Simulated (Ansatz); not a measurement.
The system is PtSe2 (Sudovikovite).

```
Pt Se
1.0
     3.72400    0.00000    0.00000
    -1.86200    3.22508    0.00000
     0.00000    0.00000    5.06200
Pt Se
1 2
Cartesian
  0.0000 0.0000 0.0000
  1.8620 1.0750 3.7965
  0.0000 2.1501 1.2655
```

* Program: Ansatz 0.2.0
* Task: relaxation of cell and atoms
* Functional: LC-wPBE
* Potentials or basis: Ansatz PAW
* Cutoff: 420 eV (not typed: the program's choice for these potentials)
* k mesh: 4 × 4 × 3
* Occupations: fermi-dirac, width 0.05 eV
* Spin: no spin polarisation

At the start: volume 20.27 Å³/atom.

Question: How do energy, volume and symmetry change on relaxing?

Answer: It ends after 12 steps and the volume is 23.61 Å³/atom (+16.5 %); space group P-3m1 (No. 164, to 0.05 Å).

Step by step:
| step | energy change (eV) | largest force (eV/Å) | volume (Å³) |
| --- | --- | --- | --- |
| 1 | 0.0000 | 0.4994 | 60.80 |
| 2 | -0.0255 | 0.8097 | 62.72 |
| 3 | -0.0760 | 0.1208 | 63.64 |
| 4 | -0.0938 | 0.0782 | 65.12 |
| 5 | -0.0977 | 0.0347 | 66.76 |
| 6 | -0.0977 | 0.0008 | 66.80 |
| 7 | -0.1040 | 0.0026 | 66.80 |
| 8 | -0.1067 | 0.0023 | 67.93 |
| 9 | -0.1083 | 0.0162 | 69.83 |
| 10 | -0.1084 | 0.0012 | 70.30 |
| 11 | -0.1083 | 0.0029 | 70.82 |
| 12 | -0.1094 | 0.0025 | 70.82 |

Final structure:
```xyz
3
Lattice="3.6439 0.0000 0.0000 -1.8219 3.1557 0.0000 0.0000 0.0000 6.1590" Properties=species:S:1:pos:R:3 pbc="T T T"
Pt    0.0000    0.0000    0.0000
Se    1.8219    1.0519    4.8621
Se    0.0000    2.1038    1.2969
```

Caveat: the k mesh is coarse (spacing up to 0.49 Å⁻¹), so the values aren't converged, least of all with exact exchange; the volume moved by over 15 % at a fixed basis, so the end points are rough; the plane-wave basis is chosen anew once the cell has moved, so the energies of steps on either side of that aren't comparable; the volume moved by +16 % from the deposited cell, more than functionals usually miss; the PAW data sets come from PBE, with cores solved anew for the run's functional, which leaves a small shift of forces and pressure.
